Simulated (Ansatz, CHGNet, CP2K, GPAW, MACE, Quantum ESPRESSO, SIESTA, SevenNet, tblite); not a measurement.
# How far do other methods lie from plane waves? NbH2(331) slab (72 atoms)

One geometry of NbH2(331) slab (72 atoms) is solved by several programs and methods. How far do their forces lie from a plane-wave PBE run?

Results are calculated, not measured.

## Step 1: The structure

The cell holds 72 atoms (24 Nb and 48 H), with edges of 9.68, 7.21 and 21.85 Å. Recipe: fluorite-type NbH2 (a = 4.563 Å), (331) slab of 8 repeat layers, 3 x 1 surface cells, 14 Å of vacuum; atoms within 2.51 Å of the bottom held; not relaxed, displaced by a Gaussian of 0.02 Å. Then every atom was moved at random, 0.05 Å r.m.s. a Cartesian component (hydrogen 0.6 of that).

## Step 2: The reference input

Quantum ESPRESSO 7.5: Kohn-Sham DFT, PBE, SSSP efficiency 1.3.0 pseudopotentials, plane waves. Its input, pw.in:

```
&control
  calculation = 'scf'
  pseudo_dir = './pseudo'
  outdir = './tmp'
  disk_io = 'none'
  tprnfor = .true.
/
&system
  ibrav = 0
  nat = 72
  ntyp = 2
  ecutwfc = 45
  ecutrho = 360
  nosym = .true.
  occupations = 'smearing'
  smearing = 'fd'
  degauss = 0.003675
/
&electrons
  conv_thr = 3.6e-07
  electron_maxstep = 100
  mixing_beta = 0.2
  mixing_mode = 'local-TF'
  diagonalization = 'david'
/
ATOMIC_SPECIES
Nb 92.906 Nb.upf
H 1.008 H.upf
CELL_PARAMETERS angstrom
9.67958 0.00000 0.00000
-1.61326 7.03206 0.00000
0.00000 0.00000 21.85118
ATOMIC_POSITIONS crystal
Nb 0.00085 0.98760 0.33244
H 0.86088 0.14494 0.32145
H 0.80672 0.83193 0.34394
Nb 0.89250 0.36143 0.38133
[... 66 atom lines left out ...]
H 0.12677 0.72141 0.65687
H 0.06870 0.40415 0.67712
K_POINTS gamma
```

```console
$ OMP_NUM_THREADS=1 mpirun -np 4 pw.x -in pw.in > output.txt
```

Elapsed: 2.8 min, on 4 MPI ranks of Arm Neoverse V1, shared host; peak memory 2.9 GiB.

It converged with an r.m.s. force component of 0.69 eV/Å.

## Step 3: What was run beside it

- CHGNet: machine-learned potential, published weights.
- CP2K 2026.2: Gaussian basis with GTH pseudopotentials and a plane-wave density; labels give functional, basis (MOLOPT sets; SR short-range, UZH the newer set with its own potentials), grid cutoff/relative cutoff and solver (OT: orbital transformation; TRS4, TC2, SIGN: linear-scaling purification with its sparsity filter), or its built-in tight binding.
- MACE: machine-learned potential, published weights.
- Quantum ESPRESSO 7.5: plane waves; labels (QE) give functional, pseudopotential set and cutoffs of waves/density.
- SIESTA 5.4.2: numerical atomic orbitals, whose automatically made sets are far from complete, with PseudoDojo norm-conserving potentials that we converted to its format (checked against plane waves on the same files for H, C, O, Si, Ge and Ca alone); labels give functional, basis size, energy shift and mesh cutoff.
- SevenNet: machine-learned potential, published weights.
- tblite 0.8.0: extended tight binding, driven from Python.

All use the same cell and atoms, and the electronic-structure runs the same k-mesh.

## Step 4: All runs compared

Differences are against the reference: forces as r.m.s. over components, share as that over the reference's r.m.s. force, slope as the fitted ratio of a run's forces to the reference's.

| run | Δ force, r.m.s. (meV/Å) | share (%) | slope | cores | CPU time | memory (GiB) |
| --- | --- | --- | --- | --- | --- | --- |
| reference | - | - | - | 4 | 11 min | 2.9 |
| CHGNet 0.3.0 potential | 400 | 58.0 | 0.476 | 1 | 4.3 s | 1.2 |
| CP2K PBE+D3(BJ), DZVP-UZH, 600/50 Ry, diagonalisation | 30.5 | 4.42 | 1.017 | 4 | 16 min | 5.7 |
| CP2K PBE, DZVP-MOLOPT (SR for Nb), 600/50 Ry, diagonalisation | 10.7 | 1.55 | 0.993 | 4 | 47 min | 6.2 |
| CP2K PBE, DZVP-UZH, 420/50 Ry, diagonalisation (coarse) | 26.7 | 3.87 | 0.988 | 2 | 13 min | 2.5 |
| CP2K PBE, DZVP-UZH, 600/50 Ry, diagonalisation | 26.7 | 3.87 | 0.988 | 4 | 17 min | 5.6 |
| CP2K PBE, TZVP-UZH, 600/50 Ry, diagonalisation | 23.4 | 3.38 | 0.992 | 4 | 18 min | 5.8 |
| CP2K r2SCAN, SCAN potentials, DZVP-UZH(SCAN), 600/50 Ry, diagonalisation | 29.9 | 4.33 | 1.003 | 2 | 37 min | 4.3 |
| MACE MPA-0 medium potential | 360 | 52.1 | 0.571 | 1 | 8.6 s | 1.1 |
| QE PBE, sg15-1.2, 60/240 Ry (coarse) | 1.08 | 0.157 | 1.000 | 4 | 10 min | 1.6 |
| SIESTA PBE, TZP, shift 0.01 Ry, mesh 300 Ry | 37.1 | 5.37 | 1.047 | 2 | 6.5 min | 1.3 |
| SevenNet l3i5 potential | 348 | 50.5 | 0.649 | 1 | 11 s | 1.5 |
| tblite GFN1-xTB | 384 | 55.7 | 0.530 | 1 | 2.4 s | 0.13 |

Rows marked coarse were listed beforehand as settings not expected to be converged; some can still land near the reference.

Times of the machine-learned potentials are mostly Python's start and the loading of weights.

Runs without a result: GPAW PBE, LCAO dzp, h 0.2 Å (cut off at its time limit); GPAW PBE, LCAO dzp, h 0.15 Å (cut off at its time limit); GPAW revPBE, LCAO dzp, h 0.2 Å (cut off at its time limit); GPAW PBE, LCAO szp(dzp), h 0.2 Å (cut off at its time limit).

CPU time is summed over cores on shared hosts, so it is rough.

## Step 5: What came out

Forces lie from 0.16 % (QE PBE, sg15-1.2, 60/240 Ry, coarse) to 58 % (CHGNet 0.3.0 potential) of the reference's r.m.s. force of 0.69 eV/Å away from it. The PBE runs in local orbitals, coarse settings apart, differ by 1.6 % (CP2K PBE, DZVP-MOLOPT (SR for Nb), 600/50 Ry, diagonalisation) to 5.4 % (SIESTA PBE, TZP, shift 0.01 Ry, mesh 300 Ry); basis, grid and potentials can all enter. Tight binding differs by 56 % (tblite GFN1-xTB); it is another model, with fitted parameters of its own, and the xTB methods hold dispersion. Machine-learned potentials differ by 50 % (SevenNet l3i5 potential) to 58 % (CHGNet 0.3.0 potential); they were trained on other programs' data. Among those trained on PBE data the slope goes as low as 0.48, with a correlation of 0.89, so directions differ as well as sizes.

Rows with another functional or a dispersion term differ by 4.3 % (CP2K r2SCAN, SCAN potentials, DZVP-UZH(SCAN), 600/50 Ry, diagonalisation) to 4.4 % (CP2K PBE+D3(BJ), DZVP-UZH, 600/50 Ry, diagonalisation), which mixes the change of model with differences of basis and potentials, some of them made for another functional. Runs with settings chosen to be coarse differ by 0.16 % (QE PBE, sg15-1.2, 60/240 Ry) to 3.9 % (CP2K PBE, DZVP-UZH, 420/50 Ry, diagonalisation), their programs' other errors included. From CP2K PBE, DZVP-UZH, 420/50 Ry, diagonalisation to the finer CP2K PBE, DZVP-UZH, 600/50 Ry, diagonalisation the share goes from 3.87 to 3.87 %, so the grid isn't what parts these runs from the reference.

Caveats: Periodic xTB results under one method name differ between programs and library versions. Machine-learned potentials mimic data converged in k, so the reference's own k-point error enters their differences. The electronic-structure runs sample only Γ, in a cell whose shortest periodic width is 7 Å, which is coarse for a cell with partly filled levels. The reference's 45/360 Ry lie under the cutoffs that SSSP recommends for H (60/480 Ry). The slab repeats along its normal with no dipole correction. Spin–orbit coupling is left out. The reference has no spin polarisation, so local moments can't form. Where levels are smeared, the DFT runs use Fermi–Dirac occupations at 580 K (0.05 eV), and energies are free energies. The atoms were displaced at random, and shares hang on the size of the forces that this gives. The reference's cutoffs and mesh weren't converged further here.

[Logs are printed without paths, hosts, clocks, repeated set-up lines and the standing remarks that a program may print on its own settings, such as how far it seeks lower states.]

[Hosts, paths, dates, database ids (printed as entryN), source tags and the programs' standing remarks are cut or masked in the printed files.]

[Cells were taken only where this reference lay near another plane-wave run.]
